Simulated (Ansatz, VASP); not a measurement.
**Two plane-wave programs on Sn**

Contents of INCAR:

```
ALGO     = Normal         # electronic algorithm
EDIFF    = 1E-7           # SCF threshold, eV
ENCUT    = 520            # plane-wave cutoff, eV
ISIF     = 2              # what is computed and relaxed
ISMEAR   = 0              # smearing method
LASPH    = True           # aspherical terms in the spheres
LCHARG   = True           # write CHGCAR
LELF     = True           # ELF
LREAL    = False          # projectors in reciprocal space
LVHAR    = True         
LWAVE    = False          # write WAVECAR
NBANDS   = 21             # bands
NELM     = 100            # most SCF steps
PREC     = Accurate       # precision mode
SIGMA    = 0.15           # smearing width, eV
```

File KPOINTS:

```
k-points
0
Gamma
  16 16 16
```

File POSCAR:

```
Sn
1.0
   -2.9401404553      2.9401404553      1.5993019889
    2.9401404553     -2.9401404553      1.5993019889
    2.9401404553      2.9401404553     -1.5993019889
Sn
2
Direct
    0.7500000000      0.2500000000      0.5000000000
    0.0000000000      0.0000000000      0.0000000000
```

Input for Ansatz:

```yaml
crystal:
  lattice:
    - [-2.9401404553, 2.9401404553, 1.5993019889]
    - [2.9401404553, -2.9401404553, 1.5993019889]
    - [2.9401404553, 2.9401404553, -1.5993019889]
  atoms:
    - { symbol: Sn, position: [0.75, 0.25, 0.5] }
    - { symbol: Sn, position: [0.0, 0.0, 0.0] }
basis:
  ecutwfc: 420
kpoints:
  mp_grid: { grid: [16, 16, 16] }
hamiltonian:
  xc: lda
scf:
  occupations: { method: gaussian, width: 0.15 }
output:
  forces: true
  stress: true
  eigenvalues: true
```

Alike in both runs: task single point; functional LDA; k mesh 16 × 16 × 16; occupations gaussian, width 0.15 eV; no spin polarisation.

```csv
,VASP,Ansatz
version,VASP 6.6.1,Ansatz 0.2.0
potentials or method,"VASP PAW LDA potentials, release 64 (Sn_d)","scalar-relativistic, plane waves, PAW"
plane-wave cutoff (eV),520,420
valence electrons in the cell,28,28
```

|  | VASP | Ansatz | Ansatz less VASP |
| --- | --- | --- | --- |
| gap on the k mesh at the Fermi level (eV) | none | none | - |
| pressure (GPa) | -2.9 | -2.9 | +0.02 |
| largest component of the traceless stress (GPa) | 0.33 | 0.33 | +0.001 |

A gap of «none» marks a metal or a gap that the smearing closes.
